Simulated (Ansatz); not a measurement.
## Cu$_{2}$O: experiment and calculation

**Experimental background.**

From “Phonons, Nature of Bonding and Their Relation to Anomalous Thermal Expansion Behavior of M2O (M=Au, Ag, Cu)”, 2013, arxiv:1311.4701, for a powder of Cu2O: lattice constant a 4.268 Å at 293 K; bulk modulus 112 GPa.

“Magneto-absorption spectra of hydrogen-like yellow exciton series in cuprous oxide: excitons in strong magnetic fields”, 2018, pmc:5959916 reports, for a bulk crystal of Cu2O at 1.2 K: band gap 2.172 eV.

The runs below are set against these values where they give the same quantity.

All numbers below come from DFT r2SCAN, scalar-relativistic, plane waves, PAW (Ansatz 0.2.0).

Settings: cutoff 500 eV, Γ-centred mesh 6×6×6 on the computed 6-atom cell, Gaussian smearing of 0.02 eV; no spin polarisation.

Relaxed structure, symmetry kept:

```cif
data_structure
_symmetry_space_group_name_H-M 'Pn-3m:1'
_symmetry_Int_Tables_number 224
_cell_length_a 4.2458
_cell_length_b 4.2458
_cell_length_c 4.2458
_cell_angle_alpha 90.000
_cell_angle_beta 90.000
_cell_angle_gamma 90.000
_cell_volume 76.54
loop_
_atom_site_label
_atom_site_type_symbol
_atom_site_symmetry_multiplicity
_atom_site_Wyckoff_symbol
_atom_site_fract_x
_atom_site_fract_y
_atom_site_fract_z
_atom_site_occupancy
Cu1 Cu 4 b 0.25000 0.25000 0.25000 1
O1 O 2 a 0.00000 0.00000 0.00000 1
```

| Quantity | Value |
| --- | --- |
| Space group | Pn-3m (No. 224) |
| Volume per atom | 12.76 Å³ |
| Formation energy from the elements' standard states (uncorrected) | -0.488 eV/atom |
| Generalised Kohn–Sham band gap | 0.79 eV, direct at Γ |
| Löwdin character of the top 1 eV of the valence band | Cu 3d 70 %, O 2p 16 %, Cu 4s 13 % |
| Löwdin character of the lowest 1 eV of the conduction band | Cu 3d 40 %, Cu 4s 26 %, O 2s 17 %, O 2p 11 %, unprojected 6 % |
| Electron masses at the edge by Cartesian direction of the standard setting (m_e; degenerate bands sorted by energy; no spin-orbit coupling) | x: 0.94; y: 0.94; z: 0.94 |
| Hole masses at the edge by Cartesian direction of the standard setting (m_e; degenerate bands sorted by energy; no spin-orbit coupling) | x: 3.4, 3.4, 0.15; y: 3.4, 3.4, 0.15; z: 3.4, 3.4, 0.15 |
| Bulk modulus | 127 GPa |
| Its pressure derivative | 4.6 |
| Bader charges (e) | Cu (4 in the cell) 0.57, O (2 in the cell) -1.14 |

A ferromagnetic start lost its moments in a first run, so spin was left out; other magnetic orders weren't tried.

Measured lattice constant a of Cu2O: 4.268 Å (293 K; powder; quoted in the paper above). This calculation gives 4.246 Å (-0.5 %). 2 values of this kind are on record (4.267 to 4.268 Å); this one was drawn at random. The calculation is for 0 K without zero-point motion. A measured band gap of Cu2O is 2.172 eV (1.2 K; the paper above); the calculated 0.79 eV misses it by -1.38 eV. So large a miss may mean another phase, state or a wrong row. 2 values of this kind are on record (2.17 to 2.172 eV); this one was drawn at random. Kohn–Sham gaps of semilocal functionals fall short of measured ones as a rule. Against the measured bulk modulus of Cu2O, 112 GPa (quoted in the paper above), the calculated 127 GPa is off by +13.6 %.

Cost: 8 runs of about 6.1 core-minutes in all, on Arm Neoverse N1 (shared hosts).